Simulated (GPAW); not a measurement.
Here is a GPAW 26.7.0 calculation.

File run.py:

```python
from ase import Atoms
from ase.dft.bandgap import bandgap
from ase.io import write
from gpaw import GPAW, PW
from gpaw.response.df import DielectricFunction

atoms = Atoms(['Pd', 'Pd'],
              cell=[[2.8202964182, 0.0, 0.0],
                    [-1.4101482091, 2.4424483444, 0.0],
                    [0.0, 0.0, 4.6898064722]],
              scaled_positions=[[0.3333333333, 0.6666666667, 0.25],
                                [0.6666666667, 0.3333333333, 0.75]],
              pbc=True)

calc = GPAW(mode=PW(500),
            xc='PBE',
            kpts={'size': (9, 9, 5), 'gamma': True},
            occupations={'name': 'fermi-dirac', 'width': 0.05},
            nbands=29,
            convergence={'density': 1e-06},
            maxiter=150,
            txt='gpaw.txt')
atoms.calc = calc
energy = atoms.get_potential_energy()
calc.write('gs.gpw')
write('result.traj', atoms)
print(f'Energy: {energy:.6f} eV')
print('Fermi level:', round(calc.get_fermi_level(), 4), 'eV')
print(f'Gap: {bandgap(calc)[0]:.4f} eV, direct: {bandgap(calc, direct=True)[0]:.4f} eV')

dense = calc.fixed_density(kpts={'size': (17, 17, 9), 'gamma': True},
                           nbands=42, convergence={'bands': 36, 'eigenstates': 1e-7},
                           update_fermi_level=True, txt='dense.txt')
dense.write('dense.gpw', mode='all')

df = DielectricFunction('dense.gpw', frequencies={'type': 'nonlinear', 'domega0': 0.05, 'omega2': 10},
                        eta=0.1, ecut=50, nbands=36, rate='eta', txt='df.txt')
for direction in ['x', 'z']:
    df.get_dielectric_function(xc='RPA', direction=direction, filename=f'df_{direction}.csv')
```

Potentials or basis: GPAW PAW data sets (gpaw-data 1.2.1), pw.

Command:

```sh
$ OMP_NUM_THREADS=1 python run.py
```

Problem. What does it give for the band gap on the k mesh?

Solution. None (metal or under the smearing width).

Dielectric function (mean over the directions given):
| energy (eV) | real part | imaginary part |
| --- | --- | --- |
| 0.51 | -99.25 | 101.59 |
| 1.43 | -17.64 | 28.61 |
| 2.42 | -9.96 | 12.62 |
| 3.43 | -5.14 | 7.21 |
| 4.44 | -3.48 | 6.04 |
| 5.31 | -2.98 | 3.55 |
| 6.31 | -2.00 | 2.63 |
| 7.29 | -0.42 | 1.45 |
| 8.25 | 0.48 | 1.67 |
| 9.27 | 0.57 | 1.84 |
| 10.16 | 0.68 | 1.99 |
| 11.20 | 0.36 | 1.84 |
| 12.19 | 0.18 | 1.66 |
| 13.24 | 0.35 | 1.38 |
| 14.22 | 0.47 | 1.19 |
| 15.13 | 0.64 | 1.28 |
| 16.21 | 0.82 | 1.28 |
| 17.36 | 0.71 | 1.42 |
| 18.58 | 0.56 | 1.33 |
| 19.87 | 0.39 | 1.31 |

Caveat: the intraband term hangs on this k mesh; the long-wavelength limit can be off by several per cent where d states take part; independent-particle spectra lack excitons.
